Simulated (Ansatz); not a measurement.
## CdO: the change of pressure with volume per atom

Periodic Kohn-Sham DFT of a crystal at fixed atoms; pressure and stress are positive in compression; the energy is the free energy less that of spherical unpolarised free atoms; site moments are those in the method's own spheres, positive along +z. The results are calculated, by Ansatz 0.2.0.

Cell of the first row (space group Fm-3m, No. 225):
```
CELL_PARAMETERS angstrom
0.00000 2.34350 2.34350
2.34350 0.00000 2.34350
2.34350 2.34350 0.00000
ATOMIC_POSITIONS crystal
Cd 0.00000 0.00000 0.00000
O 0.50000 0.50000 0.50000
```

Settings of every row: method frozen-core PAW; functional PBE; relativity scalar; k mesh 16x16x16; filling fermi-dirac; smearing width 0.08 eV; wave cutoff 420 eV; paw set soft_2.

Atom start moment: 0 on all atoms.

| row | volume per atom (Å³) | pressure (GPa) |
| --- | --- | --- |
| 1 | 12.871 | 7.303 |
| 2 | 13.21 | ? |
| 3 | 13.549 | 0.011 |
| 4 | 13.887 | -2.917 |
| 5 | 14.226 | -5.452 |

Question: what pressure should row 2 give?

Worked fit of pressure. Take u = (V_r/V)^(2/3) − 1 with V_r = 13.718 Å³ an atom, which is twice the finite (Eulerian) strain; such expansions in the strain, on which the Birch-Murnaghan equation of state is built, carry the rest volume and the bulk modulus. The shown rows have u = 0.0434, 0.0083, -0.00813, -0.02395. Least squares give pressure = −1.5068 + 178.312 × u + 568.52 × u² GPa; a straight line predicts inner rows, each left out in turn, worse (root mean square 0.39 against 0.0039 GPa). The rows lie off it by 0.000, -0.001, 0.002, -0.001. The pressure vanishes at u = 0.0082, or V = 13.55 Å³ an atom, and there the bulk modulus at fixed shape and fractions is B = −V dP/dV = (2/3)(1 + u) dP/du = 126 GPa. The withheld row has u = 0.02548, so the fit gives −1.5068 + 178.312 × (0.02548) + 568.52 × (0.02548)² = 3.406 GPa.

The calculation gave 3.394 GPa. The fit lies 0.012 GPa (0.094 % of the column's range) above it; its largest miss of a shown row is 0.002 GPa.
